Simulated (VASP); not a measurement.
Set up this calculation in VASP 6.6.1, as the native input.

* Task: atomic charges
* Functional: BLYP
* Dispersion: ULG
* Potentials or basis: VASP PAW PBE potentials, release 64 (As, B)
* Cutoff: 520 eV
* k mesh: 7 × 7 × 7
* Occupations: fermi-dirac, width 0.1 eV
* Spin: spin-orbit coupling, no magnetisation
* Further INCAR settings: ALGO = Normal; EDIFF = 1e-06

The structure of BAs lies in POSCAR:

```
BAs
1.0
    0.0000000000      2.3885000000      2.3885000000
    2.3885000000      0.0000000000      2.3885000000
    2.3885000000      2.3885000000      0.0000000000
As B
1 1
Direct
    0.7500000000      0.7500000000      0.7500000000
    0.0000000000      0.0000000000      0.0000000000
```

These files were run (other wordings do the same):

INCAR

```
SYSTEM = BAs
  AGGAC = 1.0
  AGGAX = 1.0
  ALDAC = 0.0
  ALDAX = 1.0
  ALGO = Normal
  EDIFF = 1E-6
  ENCUT = 520
  GGA = B5
  GGA_COMPAT = .FALSE.
  ISIF = 2
  ISMEAR = -1
  IVDW = 3
  LASPH = .TRUE.
  LCHARG = .FALSE.
  LORBIT = 11
  LREAL = .FALSE.
  LSORBIT = .TRUE.
  LWAVE = .FALSE.
  MAGMOM = 0 0 0 0 0 0
  NELM = 100
  PREC = Accurate
  SIGMA = 0.1
```

KPOINTS

```
k-points
0
G
  7 7 7
  0 0 0
```

Potentials or basis: VASP PAW PBE potentials, release 64 (As, B).

Command:

```bash
$ cat potpaw_PBE.64/As/POTCAR potpaw_PBE.64/B/POTCAR > POTCAR
$ mpirun -np 1 vasp_ncl > vasp.out
```

It gave:

* Pressure: 5.1 GPa
* Valence electrons inside the program's atomic spheres: As 2.95; B 1.86
* Dispersion energy per atom: -0.297 eV

Caveat: the PAW data sets were made with another functional, which shifts forces and pressure a little.

It took 78 s on 1 thread of Intel(R) Xeon(R) Platinum 8488C (Sapphire Rapids) (shared host), peak memory 0.24 GiB.
